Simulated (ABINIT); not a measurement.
# LiBr (Fm-3m): G0W0 in ABINIT against the screening cutoff in the self-energy

Wanted: the cheapest screening cutoff in the self-energy that holds the gap of LiBr (Fm-3m).

Method: PBE and many-body steps on it, plane waves, in ABINIT 10.8.3.

## 1. The starting structure

Symmetry: Fm-3m, No. 225, cubic system. Conventional cell: a = 5.501 Å, b = 5.501 Å, c = 5.501 Å, α = 90.00°, β = 90.00°, γ = 90.00°. Li has 6 Br at 2.75 Å nearest. Nearest to Br lie 6 Li at 2.75 Å. Farther neighbours and most contacts between anions are not listed.

The cell and positions come from the Crystallography Open Database and are kept as given unless a step says otherwise.

## 2. Screening, 4×4×4 mesh, 129 bands, screening to 217.7 eV

This step: ABINIT 10.8.3; RPA screening on PBE, plane waves, norm-conserving pseudopotentials.

The RPA dielectric matrix is built and inverted for each q.

run.abi reads:

```
acell 3*1.0 Angstrom
rprim 
  0.000000000000 2.750650000000 2.750650000000
  2.750650000000 0.000000000000 2.750650000000
  2.750650000000 2.750650000000 0.000000000000
ntypat 2
znucl 3 35
natom 2
typat 1 2
xred 
  0.000000000000 0.000000000000 0.000000000000
  0.500000000000 0.500000000000 0.500000000000
pp_dirpath "pseudos"
pseudos "Li.upf, Br.upf"
ecut 33
ngkpt 4 4 4
nshiftk 1
shiftk 0 0 0
kptopt 1
chksymbreak 0
istwfk *1
occopt 1
irdwfk 1
optdriver 3
nband 129
ecuteps 8
inclvkb 2
awtr 1
symchi 1
indata_prefix "in"
outdata_prefix "out"
tmpdata_prefix "tmp"
```

Started as:

```bash
> OMP_NUM_THREADS=1 mpirun -n 4 abinit run.abi > log
```

Log:

```text
.Version 10.8.3 of ABINIT. v10.8.2 released Aug 2026.

 Symmetries : space group Fm -3 m (#225); Bravais cF (face-center cubic)
[... echo of the input left out ...]
== DATASET  1 ==================================================================
-   mpi_nproc: 4, omp_nthreads: 1 (-1 if OMP is not activated)

--- !DatasetInfo
iteration_state: {dtset: 1, }
dimensions: {natom: 2, nkpt: 8, mband: 129, nsppol: 1, nspinor: 1, nspden: 1, mpw: 2637, }
cutoff_energies: {ecut:  33.0, pawecutdg:  -1.0, }
electrons: {nelect:   1.00000000E+01, charge:   0.00000000E+00, occopt:   1.00000000E+00, tsmear:   1.00000000E-02, }

 SCREENING: Calculation of the susceptibility and dielectric matrices

 Based on a program developped by R.W. Godby, V. Olevano, G. Onida, and L. Reining.
 Incorporated in ABINIT by V. Olevano, G.-M. Rignanese, and M. Torrent.
.Using double precision arithmetic ; gwpc =  8

[... cell and pseudopotentials left out ...]
--------------------------------------------------------------------------------

 ==== K-mesh for the wavefunctions ====
 Number of points in the irreducible wedge :     8
[... list of points left out ...]
 Together with 48 symmetry operations and time-reversal symmetry
 yields    64 points in the full Brillouin Zone.

 ==== Q-mesh for the screening function ====
 Number of points in the irreducible wedge :     8
[... list of points left out ...]
 Together with 48 symmetry operations and time-reversal symmetry
 yields    64 points in the full Brillouin Zone.

 setmesh: FFT mesh size selected  =    30x   30x   30
          total number of points  =        27000

 vcoul_init : cutoff-mode = AUXILIARY_FUNCTION
 q-points for optical limit:   1
     1)      0.000010    0.000020    0.000030

- screening: taking advantage of time-reversal symmetry
- Maximum band index for partially occupied states nbvw = 5
- Remaining bands to be divided among processors   nbcw = 124
- Number of bands treated by each node ~31

 Number of electrons calculated from density =   10.0000; Expected =   10.0000
 average of density, n =  0.035601
 r_s =    1.8857
 omega_plasma =   18.2008 [eV]

 calculating chi0 at frequencies [eV] :
  1    0.000000E+00    0.000000E+00
  2    0.000000E+00    1.820075E+01

--------------------------------------------------------------------------------
  q-point number  1        q = ( 0.000000, 0.000000, 0.000000) [r.l.u.]
--------------------------------------------------------------------------------
[... chi0 elements left out ...]
 For q-point:  0.000010 0.000020 0.000030
  dielectric constant =   3.3399
  dielectric constant without local fields =   3.9515

  Average fulfillment of the sum rule on Im[epsilon] for q-point    1 :     89.67  [%]
[... wings left out ...]
  q-point number  2        q = ( 0.250000, 0.000000, 0.000000) [r.l.u.]
--------------------------------------------------------------------------------
[... chi0 elements left out ...]
  Average fulfillment of the sum rule on Im[epsilon] for q-point    2 :     95.81  [%]

 [... 6 further q-points ...]
```

Run time: 19 s. Hardware: 4 MPI ranks of Arm Neoverse V1, shared host; peak memory 0.91 GiB; 75 s of CPU time.

This step gave:

- ε∞ with local fields, on this mesh, along the program's q direction: 3.340
- the same without local fields: 3.951
- plasma frequency: 18.20 eV
- plane waves in the screening matrix: 307

Local fields lower ε∞ by 15 %. On a Γ-centred mesh this coarse the value itself is usually too large, while a short band sum pulls it down.

## 3. 0.8 Ha

This step: G0W0 on PBE, plane waves, norm-conserving pseudopotentials.

Edit run.abi of step 2 so:

```diff
@@ -23,8 +23,15 @@
 irdwfk 1
-optdriver 3
+optdriver 4
 nband 129
-ecuteps 8
-inclvkb 2
-awtr 1
-symchi 1
+gwcalctyp 0
+ecutsigx 33
+symsigma 1
+nkptgw 1
+kptgw 
+  0.0000000000 0.0000000000 0.0000000000
+bdgw 
+  3 9
+ecuteps 0.8
+irdscr 1
+ppmodel 1
 indata_prefix "in"
```

Log:

```text
.Version 10.8.3 of ABINIT. v10.8.2 released Aug 2026.

 Symmetries : space group Fm -3 m (#225); Bravais cF (face-center cubic)
[... echo of the input left out ...]
== DATASET  1 ==================================================================
-   mpi_nproc: 4, omp_nthreads: 1 (-1 if OMP is not activated)

--- !DatasetInfo
iteration_state: {dtset: 1, }
dimensions: {natom: 2, nkpt: 8, mband: 129, nsppol: 1, nspinor: 1, nspden: 1, mpw: 2637, }
cutoff_energies: {ecut:  33.0, pawecutdg:  -1.0, }
electrons: {nelect:   1.00000000E+01, charge:   0.00000000E+00, occopt:   1.00000000E+00, tsmear:   1.00000000E-02, }

 SIGMA: Calculation of the GW corrections

 Based on a program developped by R.W. Godby, V. Olevano, G. Onida, and L. Reining.
 Incorporated in ABINIT by V. Olevano, G.-M. Rignanese, and M. Torrent.
.Using double precision arithmetic ; gwpc =  8

[... cell and pseudopotentials left out ...]
--------------------------------------------------------------------------------

 ==== K-mesh for the wavefunctions ====
 Number of points in the irreducible wedge :     8
[... list of points left out ...]
 Together with 48 symmetry operations and time-reversal symmetry
 yields    64 points in the full Brillouin Zone.

 ==== Q-mesh for screening function ====
 Number of points in the irreducible wedge :     8
[... list of points left out ...]
 Together with 48 symmetry operations and time-reversal symmetry
 yields    64 points in the full Brillouin Zone.

 vcoul_init : cutoff-mode = AUXILIARY_FUNCTION
 q-points for optical limit:   1
     1)      0.000010    0.000020    0.000030
 setmesh: FFT mesh size selected  =    40x   40x   40
          total number of points  =        64000

 Number of electrons calculated from density =   10.0000; Expected =   10.0000
 average of density, n =  0.035601
 r_s =    1.8857
 omega_plasma =   18.2008 [eV]

 === KS Band Gaps ===
  >>>> For spin  1
   Minimum direct gap =   4.9381 [eV], located at k-point      :   0.0000  0.0000  0.0000
   Fundamental gap    =   4.9381 [eV], Top of valence bands at :   0.0000  0.0000  0.0000
                                       Bottom of conduction at :   0.0000  0.0000  0.0000
 SIGMA fundamental parameters:
 PLASMON POLE MODEL  1
 number of plane-waves for SigmaX                 2637
 number of plane-waves for SigmaC and W             15
 number of plane-waves for wavefunctions          2637
 number of bands                                   129
 number of independent spin polarizations            1
 number of spinorial components                      1
 number of k-points in IBZ                           8
 number of q-points in IBZ                           8
 number of symmetry operations                      48
 number of k-points in BZ                           64
 number of q-points in BZ                           64
 number of frequencies for dSigma/dE                 9
 frequency step for dSigma/dE [eV]                0.25
 number of omega for Sigma on real axis              0
 max omega for Sigma on real axis  [eV]           0.00
 zcut for avoiding poles [eV]                     0.10

 EPSILON^-1 parameters (SCR file):
 dimension of the eps^-1 matrix on file            307
 dimension of the eps^-1 matrix used                15
 number of plane-waves for wavefunctions          2637
 number of bands                                   129
 number of q-points in IBZ                           8
 number of frequencies                               2
 number of real frequencies                          1
 number of imag frequencies                          1

 matrix elements of self-energy operator (all in [eV])

 Perturbative Calculation

--- !SelfEnergy_ee
iteration_state: {dtset: 1, }
kpoint     : [   0.000,    0.000,    0.000, ]
spin       : 1
KS_gap     :    4.938
QP_gap     :    6.731
Delta_QP_KS:    1.793
data: !SigmaeeData |
     Band     E0 <VxcDFT>   SigX SigC(E0)      Z dSigC/dE  Sig(E)    E-E0       E
        3   0.621 -13.199 -16.749   2.278   0.828  -0.207 -14.253  -1.053  -0.432
        4   0.621 -13.199 -16.749   2.278   0.828  -0.207 -14.253  -1.053  -0.432
        5   0.621 -13.199 -16.749   2.278   0.828  -0.207 -14.253  -1.053  -0.432
        6   5.559  -8.498  -4.276  -3.348   0.845  -0.183  -7.759   0.739   6.299
        7  11.140  -8.410  -3.721  -3.451   0.839  -0.192  -7.372   1.039  12.179
        8  11.140  -8.410  -3.721  -3.451   0.839  -0.192  -7.372   1.039  12.179
        9  11.140  -8.410  -3.721  -3.451   0.839  -0.192  -7.372   1.039  12.179

== END DATASET(S) ==============================================================
================================================================================

 -outvars: echo values of variables after computation  --------
           etotal      0.0000000000E+00
            nband         129
             nkpt           8
          spgroup         225
 [... the other variables as echoed above ...]

 Calculation completed.
```

It took 2.4 s on 4 MPI ranks; peak memory 0.15 GiB; 9.4 s of CPU time.

This step gave:

- G0W0 gap on the points computed: 6.731 eV
- starting gap on the mesh: 4.938 eV
- k of the valence top: 0, 0, 0
- k of the conduction bottom: 0, 0, 0
- Z at the valence top: 0.828
- Z at the conduction bottom: 0.845
- least direct G0W0 gap on the computed points: 6.731 eV

## 4. 1.6 Ha

Edit run.abi of step 3 so:

```diff
@@ -33,3 +33,3 @@
   3 9
-ecuteps 0.8
+ecuteps 1.6
 irdscr 1
```

Log:

```text
.Version 10.8.3 of ABINIT. v10.8.2 released Aug 2026.

 Symmetries : space group Fm -3 m (#225); Bravais cF (face-center cubic)
[... echo of the input left out ...]
== DATASET  1 ==================================================================
-   mpi_nproc: 4, omp_nthreads: 1 (-1 if OMP is not activated)

--- !DatasetInfo
iteration_state: {dtset: 1, }
dimensions: {natom: 2, nkpt: 8, mband: 129, nsppol: 1, nspinor: 1, nspden: 1, mpw: 2637, }
cutoff_energies: {ecut:  33.0, pawecutdg:  -1.0, }
electrons: {nelect:   1.00000000E+01, charge:   0.00000000E+00, occopt:   1.00000000E+00, tsmear:   1.00000000E-02, }

 SIGMA: Calculation of the GW corrections

 Based on a program developped by R.W. Godby, V. Olevano, G. Onida, and L. Reining.
 Incorporated in ABINIT by V. Olevano, G.-M. Rignanese, and M. Torrent.
.Using double precision arithmetic ; gwpc =  8

[... cell and pseudopotentials left out ...]
--------------------------------------------------------------------------------

 ==== K-mesh for the wavefunctions ====
 Number of points in the irreducible wedge :     8
[... list of points left out ...]
 Together with 48 symmetry operations and time-reversal symmetry
 yields    64 points in the full Brillouin Zone.

 ==== Q-mesh for screening function ====
 Number of points in the irreducible wedge :     8
[... list of points left out ...]
 Together with 48 symmetry operations and time-reversal symmetry
 yields    64 points in the full Brillouin Zone.

 vcoul_init : cutoff-mode = AUXILIARY_FUNCTION
 q-points for optical limit:   1
     1)      0.000010    0.000020    0.000030
 setmesh: FFT mesh size selected  =    40x   40x   40
          total number of points  =        64000

 Number of electrons calculated from density =   10.0000; Expected =   10.0000
[...]
number of q-points in BZ                           64
 number of frequencies for dSigma/dE                 9
 frequency step for dSigma/dE [eV]                0.25
 number of omega for Sigma on real axis              0
 max omega for Sigma on real axis  [eV]           0.00
 zcut for avoiding poles [eV]                     0.10

 EPSILON^-1 parameters (SCR file):
 dimension of the eps^-1 matrix on file            307
 dimension of the eps^-1 matrix used                27
 number of plane-waves for wavefunctions          2637
 number of bands                                   129
 number of q-points in IBZ                           8
 number of frequencies                               2
 number of real frequencies                          1
 number of imag frequencies                          1

 matrix elements of self-energy operator (all in [eV])

 Perturbative Calculation

--- !SelfEnergy_ee
iteration_state: {dtset: 1, }
kpoint     : [   0.000,    0.000,    0.000, ]
spin       : 1
KS_gap     :    4.938
QP_gap     :    6.741
Delta_QP_KS:    1.803
data: !SigmaeeData |
     Band     E0 <VxcDFT>   SigX SigC(E0)      Z dSigC/dE  Sig(E)    E-E0       E
        3   0.621 -13.199 -16.749   2.188   0.821  -0.219 -14.316  -1.117  -0.496
        4   0.621 -13.199 -16.749   2.188   0.821  -0.219 -14.316  -1.117  -0.496
        5   0.621 -13.199 -16.749   2.188   0.821  -0.219 -14.316  -1.117  -0.496
        6   5.559  -8.498  -4.276  -3.409   0.843  -0.186  -7.813   0.685   6.245
        7  11.140  -8.410  -3.721  -3.556   0.836  -0.196  -7.463   0.948  12.088
        8  11.140  -8.410  -3.721  -3.556   0.836  -0.196  -7.463   0.948  12.088
        9  11.140  -8.410  -3.721  -3.556   0.836  -0.196  -7.463   0.948  12.088

== END DATASET(S) ==============================================================
================================================================================

 -outvars: echo values of variables after computation  --------
           etotal      0.0000000000E+00
            nband         129
             nkpt           8
          spgroup         225
 [... the other variables as echoed above ...]

 Calculation completed.
```

It took 2.5 s on 4 MPI ranks; peak memory 0.16 GiB.

This step gave:

```
G0W0 gap on the points computed              : 6.741 eV
starting gap on the mesh                     : 4.938 eV
k of the valence top                         : 0, 0, 0
k of the conduction bottom                   : 0, 0, 0
Z at the valence top                         : 0.821
Z at the conduction bottom                   : 0.843
least direct G0W0 gap on the computed points : 6.741 eV
```

## 5. 2.8 Ha

The self-energy is evaluated for the states that the input lists, and the levels follow from it, in one-shot runs by the linearised quasiparticle equation.

Edit run.abi of step 4 so:

```diff
@@ -33,3 +33,3 @@
   3 9
-ecuteps 1.6
+ecuteps 2.8
 irdscr 1
```

Log:

```text
.Version 10.8.3 of ABINIT. v10.8.2 released Aug 2026.

 Symmetries : space group Fm -3 m (#225); Bravais cF (face-center cubic)
[... echo of the input left out ...]
== DATASET  1 ==================================================================
-   mpi_nproc: 4, omp_nthreads: 1 (-1 if OMP is not activated)

--- !DatasetInfo
iteration_state: {dtset: 1, }
dimensions: {natom: 2, nkpt: 8, mband: 129, nsppol: 1, nspinor: 1, nspden: 1, mpw: 2637, }
cutoff_energies: {ecut:  33.0, pawecutdg:  -1.0, }
[...]
7  11.140  -8.410  -3.721  -3.683   0.833  -0.200  -7.572   0.838  11.978
        8  11.140  -8.410  -3.721  -3.683   0.833  -0.200  -7.572   0.838  11.978
        9  11.140  -8.410  -3.721  -3.683   0.833  -0.200  -7.572   0.838  11.978

== END DATASET(S) ==============================================================
================================================================================

 -outvars: echo values of variables after computation  --------
           etotal      0.0000000000E+00
            nband         129
             nkpt           8
          spgroup         225
 [... the other variables as echoed above ...]

 Calculation completed.
```

It took 2.7 s on 4 MPI ranks; peak memory 0.16 GiB.

This step gave:

| Quantity | Value |
| --- | --- |
| G0W0 gap on the points computed | 6.895 eV |
| starting gap on the mesh | 4.938 eV |
| k of the valence top | 0, 0, 0 |
| k of the conduction bottom | 0, 0, 0 |
| least direct G0W0 gap on the computed points | 6.895 eV |

The gap on the mesh goes from 4.94 eV to 6.89 eV, a correction of +1.96 eV.

[end of part 1 of 2]

[Paths, hosts, dates, memory and timing lines, banners, echoed tables and standing remarks are left out of the program output.]

[Logs are printed without paths, hosts, clocks, repeated set-up lines and the standing remarks that a program may print on its own settings, such as how far it seeks lower states.]

[Runs of the session that timed out or met a known fault of the program may be left out.]

[Hosts, paths, dates, database ids (printed as entryN), source tags and the programs' standing remarks are cut or masked in the printed files.]

[G0W0 gaps are taken among the corrected bands and points alone; a level outside them can change the order at an edge.]

[Where Ansatz stands beside ABINIT at settings called matched, ABINIT's density can come from a denser mesh and the files from another edition; pairs whose starting gaps differed by over 0.03 eV were left out, so agreement reads better than it is.]
